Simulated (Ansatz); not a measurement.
Write the native input for Ansatz 0.2.0 that does the following.

```
Task                : projected density of states
Functional          : HSE03
Potentials or basis : Ansatz PAW
Cutoff              : 420 eV (not typed: the program's choice for these potentials)
k mesh              : 5 × 5 × 5
Occupations         : fermi-dirac, width 0.025 eV
Spin                : spin-orbit coupling, no magnetisation
```

GaP:

```xyz
2
Lattice="0.0000 2.7252 2.7252 2.7252 0.0000 2.7252 2.7252 2.7252 0.0000" Properties=species:S:1:pos:R:3 pbc="T T T"
Ga    0.0000    0.0000    0.0000
P     1.3626    1.3626    1.3626
```

The input as run:

input.yaml

```yaml
crystal:
  lattice: { a: 5.4505, b: 5.4505, c: 5.4505, alpha: 90.0, beta: 90.0, gamma: 90.0 }
  space_group: 216
  reduce_to_primitive: true
  atoms:
    - { symbol: Ga, wyckoff: "4a", position: [0.0, 0.0, 0.0] }
    - { symbol: P, wyckoff: "4c", position: [0.25, 0.25, 0.25] }
hamiltonian:
  xc: { exchange: pbe, correlation: pbe, exx: { coeff: 0.25, omega: 0.3 } }
  pseudopotentials: { kind: paw_fr }
magnetization:
  noncollinear: true
  spin_orbit: true
kpoints:
  mp_grid: { grid: [5, 5, 5] }
scf:
  occupations: { method: fermi_dirac, width: 0.025 }
  n_extra_bands: 6
output:
  forces: true
  stress: true
  eigenvalues: true
  dos: { projected: true, de: 0.05 }
```

Potentials or basis: Ansatz PAW.

Launch:

```console
$ ansatz run input.yaml --threads 1 --pin off --max-ram 2560MiB --backend cpu --events-out ev --progress --plain --runs-dir out
```

It gave:

```yaml
Pressure: 1.1 GPa
Band_gap_on_the_k_mesh: 2.09 eV, indirect (least direct gap 2.60 eV)
```

Caveat: odd divisions of the mesh miss points on the zone boundary, where band edges often lie, so the gap on the mesh can be too wide; the PAW data sets come from PBE, with cores solved anew for the run's functional, which leaves a small shift of forces and pressure; the thresholds are loose for stress.

Wall time 80 s on 1 thread of INTEL(R) XEON(R) PLATINUM 8581C CPU @ 2.30GHz (Emerald Rapids), on a shared host, peak memory 1.1 GiB.
